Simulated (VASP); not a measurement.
# Sn (I4/mmm) in VASP: a series of runs

Runs on Sn. Level: r2SCAN. Tasks: single point.

Everything below comes from runs of VASP 6.6.1. Logs are shortened: lines on timing, memory, paths and dates and some standing lists are left out, and cuts for length are marked.

## (1) Starting point

Symmetry: I4/mmm, No. 139, tetragonal system. The conventional cell has a = 4.058 Å, b = 4.058 Å, c = 3.322 Å, α = 90.00°, β = 90.00°, γ = 90.00°. Around Sn (site symmetry 4/mmm) lie 10 Sn at 3.32 Å.

This isn't the form of Sn at room conditions, which is tetragonal (white tin).

## (2) Single point, r2SCAN

File INCAR:

```
ADDGRID = F
ALGO = Normal
EDIFF = 1E-8
ENCUT = 900
ISIF = 2
ISMEAR = 0
LASPH = T
LCHARG = F
LMIXTAU = T
LREAL = F
LWAVE = F
METAGGA = R2SCAN
NBANDS = 13
NELM = 100
PREC = Accurate
SIGMA = 0.1
```

File KPOINTS:

```
k-points
0
Gamma
  19 19 19
```

File POSCAR:

```
Sn
1.0
   -2.0291894110      2.0291894110      1.6607599896
    2.0291894110     -2.0291894110      1.6607599896
    2.0291894110      2.0291894110     -1.6607599896
Sn
1
Direct
    0.0000000000      0.0000000000      0.0000000000
```

Potentials or basis: VASP PAW PBE potentials, release 64 (Sn_d).

Started as:

```sh
cat potpaw_PBE.64/Sn_d/POTCAR > POTCAR
mpirun -np 1 vasp_std > vasp.out
```

OUTCAR:

```text
EDIFF = 1E-8
   ENCUT = 900
   ISIF = 2
   ISMEAR = 0
   LASPH = T
   LREAL = F
   METAGGA = R2SCAN
   NELM = 100
   PREC = Accurate

 ion  position               nearest neighbor table
   1  0.000  0.000  0.000-

  LATTYP: Found a body centered tetragonal cell.
 ALAT       =     4.0583788220
 C/A-ratio  =     0.8184351745

  Lattice vectors:

 A1 = (  -2.0291894110,   2.0291894110,   1.6607599896)
 A2 = (   2.0291894110,  -2.0291894110,   1.6607599896)
 A3 = (   2.0291894110,   2.0291894110,  -1.6607599896)

Analysis of symmetry for initial positions (statically):
=====================================================================
 Subroutine PRICEL returns:
 Original cell was already a primitive cell.

 Routine SETGRP: Setting up the symmetry group for a
 body centered tetragonal supercell.

 Subroutine GETGRP returns: Found 16 space group operations
 (whereof 16 operations were pure point group operations)
 out of a pool of 16 trial point group operations.

The static configuration has the point symmetry D_4h.

Analysis of symmetry for dynamics (positions and initial velocities):
=====================================================================
 Subroutine PRICEL returns:
 Original cell was already a primitive cell.

 Routine SETGRP: Setting up the symmetry group for a
 body centered tetragonal supercell.

 Subroutine GETGRP returns: Found 16 space group operations
 (whereof 16 operations were pure point group operations)
 out of a pool of 16 trial point group operations.

The dynamic configuration has the point symmetry D_4h.

 Subroutine INISYM returns: Found 16 space group operations
 (whereof 16 operations are pure point group operations),
 and found     1 'primitive' translations

----------------------------------------------------------------------------------------

                                     Primitive cell

  volume of cell :      27.3534

  direct lattice vectors                    reciprocal lattice vectors
    -2.029189411  2.029189411  1.660759990     0.000000000  0.246403809  0.301066983
     2.029189411 -2.029189411  1.660759990     0.246403809  0.000000000  0.301066983
     2.029189411  2.029189411 -1.660759990     0.246403809  0.246403809  0.000000000

  length of vectors
     3.315621069  3.315621069  3.315621069     0.389045197  0.389045197  0.348467608

  position of ions in fractional coordinates (direct lattice)
     0.000000000  0.000000000  0.000000000

  ion indices of the primitive-cell ions
   primitive index   ion index
                 1           1

----------------------------------------------------------------------------------------

 KPOINTS: k-points

Automatic generation of k-mesh.
 Grid dimensions read from file:
 generate k-points for:   19   19   19

 Generating k-lattice:

  Cartesian coordinates                     Fractional coordinates (reciprocal lattice)
     0.000000000  0.012968622  0.015845631     0.052631579  0.000000000  0.000000000
     0.012968622  0.000000000  0.015845631     0.000000000  0.052631579  0.000000000
     0.012968622  0.012968622  0.000000000     0.000000000  0.000000000  0.052631579

  Length of vectors
     0.020476063  0.020476063  0.018340400

  Shift w.r.t. Gamma in fractional coordinates (k-lattice)
     0.000000000  0.000000000  0.000000000

 Subroutine IBZKPT returns following result:
 ===========================================

 Found    550 irreducible k-points:

 Following reciprocal coordinates:
            Coordinates               Weight
  0.000000  0.000000  0.000000      1.000000
  0.052632  0.000000 -0.000000      8.000000
  0.105263  0.000000 -0.000000      8.000000
  0.157895 -0.000000  0.000000      8.000000
  0.210526 -0.000000  0.000000      8.000000
  0.263158 -0.000000  0.000000      8.000000
[... 16 lines left out ...]
 -0.315789  0.052632 -0.000000     16.000000
 -0.263158  0.052632 -0.000000     16.000000
 [... further k-points ...]
   k-points           NKPTS =    550   k-points in BZ     NKDIM =    550   number of bands    NBANDS=     13
   number of dos      NEDOS =    301   number of ions     NIONS =      1
   total plane-waves  NPLWV =  32768
   dimension x,y,z NGX =    32 NGY =   32 NGZ =   32
   dimension x,y,z NGXF=    64 NGYF=   64 NGZF=   64
   ions per type =               1
   NGX,Y,Z   is equivalent  to a cutoff of  16.04, 16.04, 16.04 a.u.
   NGXF,Y,Z  is equivalent  to a cutoff of  32.09, 32.09, 32.09 a.u.
 SYSTEM =  unknown system
   PREC   = accura    normal or accurate (medium, high low for compatibility)
   ISTART =      0    job   : 0-new  1-cont  2-samecut
   ICHARG =      2    charge: 1-file 2-atom 10-const
   ISPIN  =      1    spin polarized calculation?
   LNONCOLLINEAR =      F non collinear calculations
   LSORBIT =      F    spin-orbit coupling
   LASPH  =      T    aspherical Exc in radial PAW
   ENCUT  =  900.0 eV  66.15 Ry    8.13 a.u.   8.11  8.11  8.11*2*pi/ulx,y,z
   NELM   =    100;   NELMIN=  2; NELMDL= -5     # of ELM steps
   EDIFF  = 0.1E-07   stopping-criterion for ELM
   LREAL  =      F    real-space projection
   EDIFFG = 0.1E-06   stopping-criterion for IOM
   NSW    =      0    number of steps for IOM
   IBRION =     -1    ionic relax: 0-MD 1-quasi-New 2-CG
   NFREE  =      0    steps in history (QN), initial steepest desc. (CG)
   ISIF   =      2    stress and relaxation
   ISYM   =      2    0-nonsym 1-usesym 2-fastsym
   POTIM  = 0.5000    time-step for ionic-motion
   TEBEG  =    0.0;   TEEND  =   0.0 temperature during run
   PSTRESS=    0.0 pullay stress
   NELECT =      14.0000    total number of electrons
   NUPDOWN=      -1.0000    fix difference up-down
   EMIN   =  10.00;   EMAX   =-10.00  energy-range for DOS
   EFERMI =   0.00;   METHOD = LEGACY
   ISMEAR =     0;   SIGMA  =   0.10  broadening in eV -4-tet -1-fermi 0-gaus
   EFERMI_NEDOS =   21; number of points for ismear=-14 and -15
   IALGO  =     38    algorithm
   IMIX   =      4    mixing-type and parameters
     AMIX     =   0.40;   BMIX     =  1.00
     AMIX_MAG =   1.60;   BMIX_MAG =  1.00
  volume/ion in A,a.u.               =      27.35       184.59
  Fermi-wavevector in a.u.,A,eV,Ry     =   1.309524  2.474642 23.331997  1.714853
  Thomas-Fermi vector in A             =   2.440117
   LORBIT       =      0    0 simple, 1 ext, 2 COOP (PROOUT), +10 PAW based schemes
   METAGGA = R2SCAN    functional components
   LHFCALC =     F    Hartree Fock is set to
   AEXX    =    0.0000 exact exchange contribution
   IVDW    =     0    specifies the selected vdW correction
   LEPSILON=     F    determine dielectric tensor
   LRPA    =     F    only Hartree local field effects (RPA)
 non-spin polarized calculation
 Gauss-broadening in eV      SIGMA  =   0.10
  energy-cutoff  :      900.00
  volume of cell :       27.35
 maximum number of plane-waves:      1701
   NGX = 17   NGY = 17   NGZ = 17

 number of electron      14.0000003 magnetization

 Free energy of the ion-electron system (eV)
  ---------------------------------------------------
  ext. energy  EPLUGINS =         0.00000000
  ---------------------------------------------------
  free energy    TOTEN  =       -24.52003316 eV

  energy without entropy =      -24.51752256  energy(sigma->0) =      -24.51877786

 E-fermi :   7.9817     XC(G=0): -11.2102

 val. band max:        7.9784444281   @ k =  -0.2105  -0.4737   0.1053
 cond. band min:       8.0009723450   @ k =   0.3158   0.1579   0.1579
 fundamental gap:      0.0225279169
 Fermi energy:         7.9817391450

 k-point     1 :       0.0000    0.0000    0.0000
  band No.  band energies     occupation
      1     -14.3374      2.00000
      2     -14.2520      2.00000
      3     -14.2520      2.00000
      4     -14.2468      2.00000
      5     -14.1271      2.00000
      6      -3.6823      2.00000
      7      15.0856      0.00000
      8      15.0856      0.00000
      9      17.8756      0.00000
     10      18.5416      0.00000
     11      20.2425      0.00000
     12      21.2246      0.00000
     13      21.2246      0.00000

 k-point     2 :       0.0526    0.0000   -0.0000
  band No.  band energies     occupation
      1     -14.3340      2.00000
      2     -14.2520      2.00000
      3     -14.2514      2.00000
      4     -14.2431      2.00000
      5     -14.1287      2.00000
      6      -3.6127      2.00000
      7      14.8297      0.00000
      8      14.9126      0.00000
      9      17.3701      0.00000
     10      18.8321      0.00000
     11      20.2480      0.00000
     12      20.6758      0.00000
     13      20.8292      0.00000

 k-point     3 :       0.1053    0.0000   -0.0000
  band No.  band energies     occupation
      1     -14.3264      2.00000
      2     -14.2532      2.00000
      3     -14.2473      2.00000
      4     -14.2316      2.00000
      5     -14.1334      2.00000
      6      -3.4038      2.00000
      7      14.2518      0.00000
      8      14.4185      0.00000
      9      16.0949      0.00000
     10      19.1030      0.00000
     11      19.4898      0.00000
     12      20.2723      0.00000
     13      21.3455      0.00000

 k-point     4 :       0.1579   -0.0000    0.0000
  band No.  band energies     occupation
      1     -14.3215      2.00000
      2     -14.2560      2.00000
      3     -14.2342      2.00000
      4     -14.2136      2.00000
      5     -14.1401      2.00000
      6      -3.0549      2.00000
      7      13.4374      0.00000
      8      13.5878      0.00000
      9      14.8055      0.00000
     10      18.4280      0.00000
     11      18.6568      0.00000
     12      21.1333      0.00000
     13      21.7367      0.00000

 k-point     5 :       0.2105   -0.0000    0.0000
  band No.  band energies     occupation
      1     -14.3239      2.00000
      2     -14.2606      2.00000
      3     -14.2090      2.00000
      4     -14.1910      2.00000
      5     -14.1479      2.00000
      6      -2.5656      2.00000
      7      11.8160      0.00000
      8      12.9445      0.00000
      9      14.0554      0.00000
     10      17.6486      0.00000
     11      17.8774      0.00000
     12      21.6918      0.00000
     13      22.3821      0.00000
[... 257 lines left out ...]
 k-point    22 :      -0.3684    0.0526   -0.0000
  band No.  band energies     occupation
      1     -14.3417      2.00000
      2     -14.2767      2.00000
      3     -14.1649      2.00000
      4     -14.1430      2.00000
      5     -14.1227      2.00000
      6      -0.7867      2.00000
      7       7.6039      2.00000
      8      11.0881      0.00000
      9      12.8664      0.00000
     10      16.2404      0.00000
     11      17.4376      0.00000
     12      22.8881      0.00000
     13      25.6870      0.00000

 k-point    23 :      -0.3158    0.0526   -0.0000
  band No.  band energies     occupation
      1     -14.3321      2.00000
      2     -14.2688      2.00000
      3     -14.1706      2.00000
      4     -14.1588      2.00000
      5     -14.1516      2.00000
      6      -1.6067      2.00000
      7       9.3116      0.00000
      8      11.4669      0.00000
      9      13.2665      0.00000
     10      16.7002      0.00000
     11      18.0192      0.00000
     12      22.7522      0.00000
     13      24.4657      0.00000

 k-point    24 :      -0.2632    0.0526   -0.0000
  band No.  band energies     occupation
      1     -14.3236      2.00000
      2     -14.2621      2.00000
      3     -14.1978      2.00000
      4     -14.1824      2.00000
      5     -14.1513      2.00000
      6      -2.2904      2.00000
      7      10.9773      0.00000
      8      12.0734      0.00000
      9      13.7641      0.00000
     10      17.3112      0.00000
     11      18.6820      0.00000
     12      22.5463      0.00000
     13      23.0896      0.00000

 [... further k-points ...]

------------------------ aborting loop because EDIFF is reached ----------------------------------------

  FORCE on cell =-STRESS in cart. coord.  units (eV):
  Direction    XX          YY          ZZ          XY          YZ          ZX
  --------------------------------------------------------------------------------------
  -------------------------------------------------------------------------------------
  Total       -0.0648444     -0.0648444      0.0768108      0.0000000      0.0000000      0.0000000
  in kB       -3.7981414     -3.7981414      4.4990495      0.0000000      0.0000000      0.0000000
  external PRESSURE =      -1.0324111 kB  Pullay stress =       0.0000000 kB

 VOLUME and BASIS-vectors are now :
 -----------------------------------------------------------------------------
  energy-cutoff  :      900.00
  volume of cell :       27.35
      direct lattice vectors                 reciprocal lattice vectors
    -2.029189411  2.029189411  1.660759990     0.000000000  0.246403809  0.301066983
     2.029189411 -2.029189411  1.660759990     0.246403809  0.000000000  0.301066983
     2.029189411  2.029189411 -1.660759990     0.246403809  0.246403809  0.000000000

 POSITION                                       TOTAL-FORCE (eV/Angst)
 -----------------------------------------------------------------------------------
      0.00000      0.00000      0.00000        -0.000000      0.000000      0.000000
 -----------------------------------------------------------------------------------
    total drift:                                0.000000      0.000000     -0.000000

  FREE ENERGIE OF THE ION-ELECTRON SYSTEM (eV)
  ---------------------------------------------------
  free  energy   TOTEN  =       -24.5200331580 eV

  energy  without entropy=      -24.5175225644  energy(sigma->0) =      -24.51877786
```

Run time: 17 min. Hardware: 1 thread of Intel Xeon Platinum 8259CL at 2.50GHz (Skylake/Cascade Lake), shared host; peak memory 0.52 GiB.

What came out:

- Free energy: -24.5200 eV
- Pressure: -0.1 GPa
- Band gap on the k mesh: none (metal or under the smearing width)

Caveat: the PAW data sets were made with another functional, which shifts forces and pressure a little.

## (3) Single point, r2SCAN

INCAR, as its differences from that of step 2:

```diff
@@ -2,4 +2,4 @@
 ALGO = Normal
-EDIFF = 1E-8
-ENCUT = 900
+EDIFF = 1E-7
+ENCUT = 520
 ISIF = 2
```

File KPOINTS:

```
k-points
0
Gamma
  13 13 13
```

POSCAR is that of step 2.

Potentials or basis: VASP PAW PBE potentials, release 64 (Sn_d).

Started as:

```sh
cat potpaw_PBE.64/Sn_d/POTCAR > POTCAR
mpirun -np 1 vasp_std > vasp.out
```

It took 9.2 min on 1 thread of Intel Xeon Platinum 8259CL at 2.50GHz (Skylake/Cascade Lake), shared host; peak memory 0.21 GiB.

The run converged, but some of its settings lie outside the range that counts as converged, so its numbers aren't taken as properties of the crystal.

What came out:

| Quantity | Value |
| --- | --- |
| Free energy | -24.5178 eV |
| Pressure | -0.2 GPa |
| Band gap on the k mesh | none (metal or under the smearing width) |

Caveat: the PAW data sets were made with another functional, which shifts forces and pressure a little.

## (4) The reference run

An earlier run on the cell as given: functional PBEsol; potentials or basis VASP PAW PBE potentials, release 64 (Sn_d); cutoff 520 eV; k mesh 10 × 10 × 10; occupations fermi-dirac, width 0.05 eV; no spin polarisation.

* Pressure: -2.0 GPa
* Band gap on the k mesh: none (metal or under the smearing width)
